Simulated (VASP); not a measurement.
# Bi (R-3m) in VASP: a series of runs

One crystal, Bi, is run at these levels: PBE+D3(BJ); tasks: equation of state.

Everything below comes from runs of VASP 6.6.1. Logs are shortened: lines on timing, memory, paths and dates and some standing lists are left out, and cuts for length are marked.

### Step 1. Starting point

Symmetry: R-3m, No. 166, trigonal system. The conventional cell has a = 4.529 Å, b = 4.529 Å, c = 11.760 Å, α = 90.00°, β = 90.00°, γ = 120.00°. Around Bi (site symmetry 3m) lie 6 Bi at 3.08 to 3.48 Å.

### Step 2. Equation of state, PBE+D3(BJ), 33.42 Å³/atom (a relaxed cell with its volume scaled by 0.96)

Input file INCAR:

```
SYSTEM = Bi
ALGO = Normal ; EDIFF = 1E-6
ENCUT = 520 ; GGA = PE
ISIF = 2 ; ISMEAR = 0
IVDW = 12 ; LASPH = .TRUE.
LCHARG = .FALSE. ; LREAL = .FALSE.
LWAVE = .FALSE. ; NELM = 100
PREC = Accurate ; SIGMA = 0.02
```

Input file KPOINTS:

```
k-points
0
G
  6 6 6
  0 0 0
```

Input file POSCAR:

```
Bi                                      
1.0
    2.2336520044      1.2895995860      3.8669415700
   -2.2336520044      1.2895995860      3.8669415700
   -0.0000000000     -2.5791991721      3.8669415700
  Bi            
     2
Direct
     0.7644122910221588    0.7644122910221588    0.7644122910221588
     0.2355877089778412    0.2355877089778412    0.2355877089778412
```

Potentials or basis: VASP PAW PBE potentials, release 64 (Bi_d).

Started as:

```sh
> cat potpaw_PBE.64/Bi_d/POTCAR > POTCAR
> mpirun -np 1 vasp_std > vasp.out
```

OUTCAR:

```text
SYSTEM = Bi
   EDIFF = 1E-6
   ENCUT = 520
   GGA = PE
   ISIF = 2
   ISMEAR = 0
   IVDW = 12
   LASPH = .TRUE.
   LREAL = .FALSE.
   NELM = 100
   PREC = Accurate
 IVDW          = 12

 ion  position               nearest neighbor table
   1  0.764  0.764  0.764-   2 3.03   2 3.03   2 3.03   2 3.43   2 3.43   2 3.43
   2  0.236  0.236  0.236-   1 3.03   1 3.03   1 3.03   1 3.43   1 3.43   1 3.43

  LATTYP: Found a trigonal (rhomboedric) cell.
 ALAT       =     4.6481722725
 COS(alpha) =     0.5381546354

  Lattice vectors:

 A1 = (   2.2336520044,   1.2895995860,   3.8669415700)
 A2 = (  -2.2336520044,   1.2895995860,   3.8669415700)
 A3 = (   0.0000000000,  -2.5791991721,   3.8669415700)

Analysis of symmetry for initial positions (statically):
=====================================================================
 Subroutine PRICEL returns:
 Original cell was already a primitive cell.

 Routine SETGRP: Setting up the symmetry group for a
 trigonal (rhombohedral) supercell.

 Subroutine GETGRP returns: Found 12 space group operations
 (whereof 12 operations were pure point group operations)
 out of a pool of 12 trial point group operations.

The static configuration has the point symmetry D_3d.

Analysis of symmetry for dynamics (positions and initial velocities):
=====================================================================
 Subroutine PRICEL returns:
 Original cell was already a primitive cell.

 Routine SETGRP: Setting up the symmetry group for a
 trigonal (rhombohedral) supercell.

 Subroutine GETGRP returns: Found 12 space group operations
 (whereof 12 operations were pure point group operations)
 out of a pool of 12 trial point group operations.

The dynamic configuration has the point symmetry D_3d.

 Subroutine INISYM returns: Found 12 space group operations
 (whereof 12 operations are pure point group operations),
 and found     1 'primitive' translations

----------------------------------------------------------------------------------------

                                     Primitive cell

  volume of cell :      66.8327

  direct lattice vectors                    reciprocal lattice vectors
     2.233652004  1.289599586  3.866941570     0.223848656  0.129239082  0.086200768
    -2.233652004  1.289599586  3.866941570    -0.223848656  0.129239082  0.086200768
     0.000000000 -2.579199172  3.866941570     0.000000000 -0.258478164  0.086200768

  length of vectors
     4.648172272  4.648172272  4.648172273     0.272472996  0.272472996  0.272472996

  position of ions in fractional coordinates (direct lattice)
     0.764412291  0.764412291  0.764412291
     0.235587709  0.235587709  0.235587709

  ion indices of the primitive-cell ions
   primitive index   ion index
                 1           1
                 2           2

----------------------------------------------------------------------------------------

 KPOINTS: k-points

Automatic generation of k-mesh.
 Grid dimensions read from file:
 generate k-points for:    6    6    6

 Generating k-lattice:

  Cartesian coordinates                     Fractional coordinates (reciprocal lattice)
     0.037308109  0.021539847  0.014366795     0.166666667  0.000000000 -0.000000000
    -0.037308109  0.021539847  0.014366795     0.000000000  0.166666667 -0.000000000
     0.000000000 -0.043079694  0.014366795    -0.000000000 -0.000000000  0.166666667

  Length of vectors
     0.045412166  0.045412166  0.045412166

  Shift w.r.t. Gamma in fractional coordinates (k-lattice)
     0.000000000  0.000000000  0.000000000

 Subroutine IBZKPT returns following result:
 ===========================================

 Found     32 irreducible k-points:

 Following reciprocal coordinates:
            Coordinates               Weight
  0.000000  0.000000  0.000000      1.000000
  0.166667 -0.000000  0.000000      6.000000
  0.333333 -0.000000  0.000000      6.000000
  0.500000  0.000000  0.000000      3.000000
  0.166667  0.166667  0.000000      6.000000
  0.333333  0.166667  0.000000     12.000000
[... 16 lines left out ...]
  0.500000  0.500000  0.166667      6.000000
 -0.333333  0.500000  0.166667     12.000000
 [... further k-points ...]
   k-points           NKPTS =     32   k-points in BZ     NKDIM =     32   number of bands    NBANDS=     19
   number of dos      NEDOS =    301   number of ions     NIONS =      2
   total plane-waves  NPLWV =  46656
   dimension x,y,z NGX =    36 NGY =   36 NGZ =   36
   dimension x,y,z NGXF=    72 NGYF=   72 NGZF=   72
   ions per type =               2
   NGX,Y,Z   is equivalent  to a cutoff of  12.88, 12.88, 12.88 a.u.
   NGXF,Y,Z  is equivalent  to a cutoff of  25.75, 25.75, 25.75 a.u.
 SYSTEM =  Bi
   PREC   = accura    normal or accurate (medium, high low for compatibility)
   ISTART =      0    job   : 0-new  1-cont  2-samecut
   ICHARG =      2    charge: 1-file 2-atom 10-const
   ISPIN  =      1    spin polarized calculation?
   LNONCOLLINEAR =      F non collinear calculations
   LSORBIT =      F    spin-orbit coupling
   LASPH  =      T    aspherical Exc in radial PAW
   ENCUT  =  520.0 eV  38.22 Ry    6.18 a.u.   8.64  8.64  8.64*2*pi/ulx,y,z
   NELM   =    100;   NELMIN=  2; NELMDL= -5     # of ELM steps
   EDIFF  = 0.1E-05   stopping-criterion for ELM
   LREAL  =      F    real-space projection
   EDIFFG = 0.1E-04   stopping-criterion for IOM
   NSW    =      0    number of steps for IOM
   IBRION =     -1    ionic relax: 0-MD 1-quasi-New 2-CG
   NFREE  =      0    steps in history (QN), initial steepest desc. (CG)
   ISIF   =      2    stress and relaxation
   ISYM   =      2    0-nonsym 1-usesym 2-fastsym
   POTIM  = 0.5000    time-step for ionic-motion
   TEBEG  =    0.0;   TEEND  =   0.0 temperature during run
   PSTRESS=    0.0 pullay stress
   NELECT =      30.0000    total number of electrons
   NUPDOWN=      -1.0000    fix difference up-down
   EMIN   =  10.00;   EMAX   =-10.00  energy-range for DOS
   EFERMI =   0.00;   METHOD = LEGACY
   ISMEAR =     0;   SIGMA  =   0.02  broadening in eV -4-tet -1-fermi 0-gaus
   EFERMI_NEDOS =   21; number of points for ismear=-14 and -15
   IALGO  =     38    algorithm
   IMIX   =      4    mixing-type and parameters
     AMIX     =   0.40;   BMIX     =  1.00
     AMIX_MAG =   1.60;   BMIX_MAG =  1.00
  volume/ion in A,a.u.               =      33.42       225.50
  Fermi-wavevector in a.u.,A,eV,Ry     =   1.253484  2.368741 21.377778  1.571222
  Thomas-Fermi vector in A             =   2.387335
   LORBIT       =      0    0 simple, 1 ext, 2 COOP (PROOUT), +10 PAW based schemes
   GGA     = PE    functional components
   LHFCALC =     F    Hartree Fock is set to
   AEXX    =    0.0000 exact exchange contribution
   IVDW    =    12    specifies the selected vdW correction
   LEPSILON=     F    determine dielectric tensor
   LRPA    =     F    only Hartree local field effects (RPA)
 non-spin polarized calculation
 Gauss-broadening in eV      SIGMA  =   0.02
  energy-cutoff  :      520.00
  volume of cell :       66.83
 maximum number of plane-waves:      1826
 NGX is ok and might be reduce to    36
   NGX = 17   NGY = 17   NGZ = 17

 number of electron      30.0000011 magnetization

 Free energy of the ion-electron system (eV)
  ---------------------------------------------------
  ext. energy  EPLUGINS =         0.00000000
  ---------------------------------------------------
  free energy    TOTEN  =        -7.71066353 eV

  energy without entropy =       -7.71034161  energy(sigma->0) =       -7.71050257

 E-fermi :   6.8748     XC(G=0):  -9.7775

 val. band max:        6.8746961157   @ k =  -0.3333   0.5000   0.3333
 cond. band min:       7.3550086878   @ k =   0.5000   0.0000   0.0000
 fundamental gap:      0.4803125721
 Fermi energy:         6.8748240848

 k-point     1 :       0.0000    0.0000    0.0000
  band No.  band energies     occupation
      1     -16.0754      2.00000
      2     -16.0754      2.00000
      3     -15.9027      2.00000
      4     -15.9027      2.00000
      5     -15.8884      2.00000
      6     -15.6878      2.00000
[... 11 lines left out ...]
     18      10.0425      0.00000
     19      12.5161      0.00000

 k-point     2 :       0.1667   -0.0000    0.0000
  band No.  band energies     occupation
      1     -16.0511      2.00000
      2     -16.0457      2.00000
      3     -15.8923      2.00000
      4     -15.8852      2.00000
      5     -15.8723      2.00000
      6     -15.7031      2.00000
[... 11 lines left out ...]
     18       9.3879      0.00000
     19      11.9295      0.00000

 k-point     3 :       0.3333   -0.0000    0.0000
  band No.  band energies     occupation
      1     -15.9913      2.00000
      2     -15.9651      2.00000
      3     -15.8700      2.00000
      4     -15.8399      2.00000
      5     -15.8270      2.00000
      6     -15.7530      2.00000
[... 11 lines left out ...]
     18       8.3244      0.00000
     19      12.8466      0.00000

 k-point     4 :       0.5000    0.0000    0.0000
  band No.  band energies     occupation
      1     -15.9501      2.00000
      2     -15.8775      2.00000
      3     -15.8559      2.00000
      4     -15.8348      2.00000
      5     -15.7935      2.00000
      6     -15.7774      2.00000
[... 407 lines left out ...]
     18      10.9103      0.00000
     19      12.2424      0.00000

 k-point    23 :       0.5000    0.5000    0.1667
  band No.  band energies     occupation
      1     -16.0385      2.00000
      2     -15.9233      2.00000
      3     -15.9010      2.00000
      4     -15.8160      2.00000
      5     -15.8075      2.00000
      6     -15.7530      2.00000
[... 11 lines left out ...]
     18      11.6256      0.00000
     19      12.9267      0.00000

 k-point    24 :      -0.3333    0.5000    0.1667
  band No.  band energies     occupation
      1     -16.0240      2.00000
      2     -15.9224      2.00000
      3     -15.8851      2.00000
      4     -15.8263      2.00000
      5     -15.7837      2.00000
      6     -15.7730      2.00000
[... 11 lines left out ...]
     18      12.8053      0.00000
     19      13.2834      0.00000

 [... further k-points ...]

------------------------ aborting loop because EDIFF is reached ----------------------------------------

 Edisp (eV)   -0.95649

 E8    (eV) :    -0.4751

  FORCE on cell =-STRESS in cart. coord.  units (eV):
  Direction    XX          YY          ZZ          XY          YZ          ZX
  --------------------------------------------------------------------------------------
  -------------------------------------------------------------------------------------
  Total       0.95030     0.95030     0.84880     0.00000    -0.00000     0.00000
  in kB      22.78151    22.78151    20.34818     0.00000    -0.00000     0.00000
  external pressure =       21.97 kB  Pullay stress =        0.00 kB

 VOLUME and BASIS-vectors are now :
 -----------------------------------------------------------------------------
  energy-cutoff  :      520.00
  volume of cell :       66.83
      direct lattice vectors                 reciprocal lattice vectors
     2.233652004  1.289599586  3.866941570     0.223848656  0.129239082  0.086200768
    -2.233652004  1.289599586  3.866941570    -0.223848656  0.129239082  0.086200768
     0.000000000 -2.579199172  3.866941570     0.000000000 -0.258478164  0.086200768

 POSITION                                       TOTAL-FORCE (eV/Angst)
 -----------------------------------------------------------------------------------
      0.00000     -0.00000      8.86781         0.000000      0.000000     -0.165545
      0.00000     -0.00000      2.73301         0.000000     -0.000000      0.165545
 -----------------------------------------------------------------------------------
    total drift:                               -0.000000      0.000000     -0.000000

  FREE ENERGIE OF THE ION-ELECTRON SYSTEM (eV)
  ---------------------------------------------------
  free  energy   TOTEN  =        -8.6671538476 eV

  energy  without entropy=       -8.6668319319  energy(sigma->0) =       -8.66699289
```

It took 32 s on 1 thread of Intel Xeon Platinum 8259CL at 2.50GHz (Skylake/Cascade Lake), shared host; peak memory 0.22 GiB.

What came out:

```yaml
Free_energy: -8.6672 eV
Pressure: 2.2 GPa
Largest_force: 0.166 eV/Å
Band_gap_on_the_k_mesh: none (metal or under the smearing width)
Dispersion_energy_per_atom: -0.478 eV
```

Caveat: spin-orbit coupling is left out, which moves the levels of the heavy elements; pairwise dispersion overbinds metals, which lowers pressure and volume.

### Step 3. Equation of state, PBE+D3(BJ), 34.11 Å³/atom (a relaxed cell with its volume scaled by 0.98)

INCAR is that of step 2.

KPOINTS is that of step 2.

Input file POSCAR:

```
Bi                                      
1.0
    2.2490569878      1.2984936573      3.8936109753
   -2.2490569878      1.2984936573      3.8936109753
   -0.0000000000     -2.5969873147      3.8936109753
  Bi            
     2
Direct
     0.7644122910221588    0.7644122910221588    0.7644122910221588
     0.2355877089778412    0.2355877089778412    0.2355877089778412
```

Potentials or basis: VASP PAW PBE potentials, release 64 (Bi_d).

Started as:

```sh
> cat potpaw_PBE.64/Bi_d/POTCAR > POTCAR
> mpirun -np 1 vasp_std > vasp.out
```

It took 35 s on 1 thread of Intel Xeon Platinum 8259CL at 2.50GHz (Skylake/Cascade Lake), shared host; peak memory 0.22 GiB.

It converged, with:

| Quantity | Value |
| --- | --- |
| Free energy | -8.6816 eV |
| Pressure | 1.0 GPa |
| Largest force | 0.076 eV/Å |
| Band gap on the k mesh | none (metal or under the smearing width) |
| Dispersion energy per atom | -0.468 eV |

Caveat: spin-orbit coupling is left out, which moves the levels of the heavy elements; pairwise dispersion overbinds metals, which lowers pressure and volume.

### Step 4. Equation of state, PBE+D3(BJ), 34.81 Å³/atom

INCAR is that of step 3.

KPOINTS is that of step 3.

Input file POSCAR:

```
Bi                                      
1.0
    2.2642537798      1.3072675293      3.9199199556
   -2.2642537798      1.3072675293      3.9199199556
   -0.0000000000     -2.6145350586      3.9199199556
  Bi            
     2
Direct
     0.7644122910221588    0.7644122910221588    0.7644122910221588
     0.2355877089778412    0.2355877089778412    0.2355877089778412
```

Started as:

```sh
> cat potpaw_PBE.64/Bi_d/POTCAR > POTCAR
> mpirun -np 1 vasp_std > vasp.out
```

Run time: 40 s. Hardware: 1 thread of Intel Xeon Platinum 8259CL at 2.50GHz (Skylake/Cascade Lake), shared host; peak memory 0.22 GiB.

The run converged. Its results:

| Item | Value |
| --- | --- |
| Free energy | -8.6863 eV |
| Pressure | 0.0 GPa |
| Largest force | 0.008 eV/Å |
| Band gap on the k mesh | none (metal or under the smearing width) |
| Dispersion energy per atom | -0.459 eV |

Caveat: spin-orbit coupling is left out, which moves the levels of the heavy elements; pairwise dispersion overbinds metals, which lowers pressure and volume.

### Step 5. Equation of state, PBE+D3(BJ), 35.50 Å³/atom (a relaxed cell with its volume scaled by 1.02)

INCAR is that of step 4.

KPOINTS is that of step 4.

Input file POSCAR:

```
Bi                                      
1.0
    2.2792492749      1.3159251824      3.9458804470
   -2.2792492749      1.3159251824      3.9458804470
   -0.0000000000     -2.6318503649      3.9458804470
  Bi            
     2
Direct
     0.7644122910221588    0.7644122910221588    0.7644122910221588
     0.2355877089778412    0.2355877089778412    0.2355877089778412
```

Started as:

```sh
> cat potpaw_PBE.64/Bi_d/POTCAR > POTCAR
> mpirun -np 1 vasp_std > vasp.out
```

Run time: 35 s. Hardware: 1 thread of Intel Xeon Platinum 8259CL at 2.50GHz (Skylake/Cascade Lake), shared host; peak memory 0.22 GiB.

It converged, with:

```
Free energy                : -8.6823 eV
Pressure                   : -1.0 GPa
Largest force              : 0.086 eV/Å
Band gap on the k mesh     : none (metal or under the smearing width)
Dispersion energy per atom : -0.449 eV
```

Caveat: spin-orbit coupling is left out, which moves the levels of the heavy elements; pairwise dispersion overbinds metals, which lowers pressure and volume.

### Step 6. Equation of state, PBE+D3(BJ), 36.20 Å³/atom (a relaxed cell with its volume scaled by 1.04)

INCAR is that of step 5.

KPOINTS is that of step 5.

Input file POSCAR:

```
Bi                                      
1.0
    2.2940500096      1.3244703906      3.9715037652
   -2.2940500096      1.3244703906      3.9715037652
   -0.0000000000     -2.6489407812      3.9715037652
  Bi            
     2
Direct
     0.7644122910221588    0.7644122910221588    0.7644122910221588
     0.2355877089778412    0.2355877089778412    0.2355877089778412
```

Potentials or basis: VASP PAW PBE potentials, release 64 (Bi_d).

Started as:

```sh
> cat potpaw_PBE.64/Bi_d/POTCAR > POTCAR
> mpirun -np 1 vasp_std > vasp.out
```

It took 32 s on 1 thread of Intel Xeon Platinum 8259CL at 2.50GHz (Skylake/Cascade Lake), shared host; peak memory 0.22 GiB.

Results (log left out):

```yaml
Free_energy: -8.6706 eV
Pressure: -1.8 GPa
Largest_force: 0.159 eV/Å
Band_gap_on_the_k_mesh: none (metal or under the smearing width)
Dispersion_energy_per_atom: -0.440 eV
```

Caveat: spin-orbit coupling is left out, which moves the levels of the heavy elements; pairwise dispersion overbinds metals, which lowers pressure and volume.

### Step 7. Equation of state, PBE+D3(BJ)

This step only gathers the single runs of the series.

What came out:

```
Equilibrium volume                        : 34.83 Å³/atom
Bulk modulus at fixed shape and positions : 50 GPa
Pressure derivative of the bulk modulus   : 4.6 (rough: it moves with the points fitted)
```

Energy against volume, from the lowest point:
```tsv
volume (Å³/atom)	energy (meV/atom)
33.416	9.59
34.113	2.36
34.809	0.00
35.505	1.99
36.201	7.87
```

Caveat: the cell was scaled at fixed shape and fractional positions, which overstates the stiffness of a crystal with free parameters, most of all of layers and chains; spin-orbit coupling is left out, which moves the levels of the heavy elements.
